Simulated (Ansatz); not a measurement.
# CsI: the cost of one run

Program: Ansatz 0.2.0. Level of theory: reference: DFT, PBE, plane waves, PAW. These are calculated values, not measurements.

1 further run of the same task is left out (it didn't finish).

**1. Starting point**

It takes space group Pm-3m (No. 221, cubic). Conventional cell: a = 4.608 Å, b = 4.608 Å, c = 4.608 Å, α = 90.00°, β = 90.00°, γ = 90.00°. Around Cs (site symmetry m-3m) lie 8 I at 3.99 Å. I (site symmetry m-3m) is surrounded by 8 Cs at 3.99 Å.

Coordinates:

```xyz
2
Lattice="4.6081 0.0000 0.0000 0.0000 4.6081 0.0000 0.0000 0.0000 4.6081" Properties=species:S:1:pos:R:3 pbc="T T T"
Cs    0.0000    0.0000    0.0000
I     2.3041    2.3041    2.3041
```

**2. The reference run**

File input.yaml:

```yaml
crystal:
  lattice:
    - [4.6081405142, 0.0, 0.0]
    - [0.0, 4.6081405142, 0.0]
    - [0.0, 0.0, 4.6081405142]
  atoms:
    - { symbol: Cs, position: [0.0, 0.0, 0.0] }
    - { symbol: I, position: [0.5, 0.5, 0.5] }
kpoints:
  mp_grid: { grid: [4, 4, 4] }
hamiltonian:
  xc: pbe
scf:
  occupations: { method: fixed }
  n_extra_bands: 4
output:
  forces: true
  stress: true
  eigenvalues: true
  write_density: true
  write_potential: true
  elf: true
  volumetric_format: npy
```

Run with:

```bash
$ ansatz run input.yaml --threads 4 --pin off --max-ram 3686MiB --backend cpu --events-out ev --progress --plain --runs-dir out
```

Q: Estimate wall time and peak memory on 4 threads of Arm Neoverse N1, shared host.

About 1.2 s, with a peak of 0.35 GiB.
